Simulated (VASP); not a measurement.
The system is CrI3.

```
CELL_PARAMETERS angstrom
3.41619 1.97234 6.62137
-3.41619 1.97234 6.62137
0.00000 -3.94468 6.62137
ATOMIC_POSITIONS crystal
Cr 0.16667 0.16667 0.16667
Cr 0.83333 0.83333 0.83333
I 0.75533 0.08867 0.42200
I 0.42200 0.75533 0.08867
I 0.08867 0.42200 0.75533
I 0.57800 0.24467 0.91133
I 0.91133 0.57800 0.24467
I 0.24467 0.91133 0.57800
```

The cell was built by a generator and needn't be a form met in nature.

| Quantity | Value |
| --- | --- |
| Program | VASP 6.6.1 |
| Task | relaxation of cell and atoms |
| Functional | PBE |
| Dispersion | D3(BJ) |
| Potentials or basis | VASP PAW PBE potentials, release 64 (Cr_pv, I) |
| Cutoff | 600 eV |
| k mesh | 6 × 6 × 5 |
| Occupations | gaussian, width 0.03 eV |
| Spin | collinear spin, ferromagnetic start |
| Starting moments | [3.0, 3.0, 0.0, 0.0, 0.0, 0.0, 0.0, 0.0] μB |

At the start: pressure -1.4 GPa; volume 33.46 Å³/atom.

Problem. How do energy, volume and symmetry change on relaxing?

Solution. Over 13 steps the energy falls by 18.8 meV/atom and the volume is 32.67 Å³/atom (-2.4 %); space group R-3 (No. 148, to 0.05 Å); moment 6.00 μB per cell.

Step by step:
```csv
step,energy change (eV),largest force (eV/Å),pressure (GPa),volume (Å³)
1,0.0000,0.4421,-1.43,267.68
2,-0.0741,0.2708,0.55,256.28
3,-0.0750,0.2717,0.34,257.34
4,-0.0984,0.2130,0.29,258.02
5,-0.1358,0.0607,0.12,260.08
6,-0.1380,0.0435,0.08,260.69
7,-0.1477,0.0239,-0.04,262.08
8,-0.1495,0.0189,-0.12,262.90
9,-0.1495,0.0188,-0.13,262.97
10,-0.1495,0.0532,0.15,261.22
11,-0.1500,0.0276,0.01,262.13
12,-0.1503,0.0190,0.02,261.86
13,-0.1506,0.0052,0.02,261.38
```

Final structure:
```yaml
crystal:
  lattice:
    - [3.40609, 1.96651, 6.50376]
    - [-3.40609, 1.96651, 6.50376]
    - [0.00000, -3.93301, 6.50376]
  atoms:
    - { symbol: Cr, position: [0.16619, 0.16619, 0.16619] }
    - { symbol: Cr, position: [0.83381, 0.83381, 0.83381] }
    - { symbol: I, position: [0.76834, 0.07075, 0.42173] }
    - { symbol: I, position: [0.42173, 0.76834, 0.07075] }
    - { symbol: I, position: [0.07075, 0.42173, 0.76834] }
    - { symbol: I, position: [0.57827, 0.23166, 0.92925] }
    - { symbol: I, position: [0.92925, 0.57827, 0.23166] }
    - { symbol: I, position: [0.23166, 0.92925, 0.57827] }
```
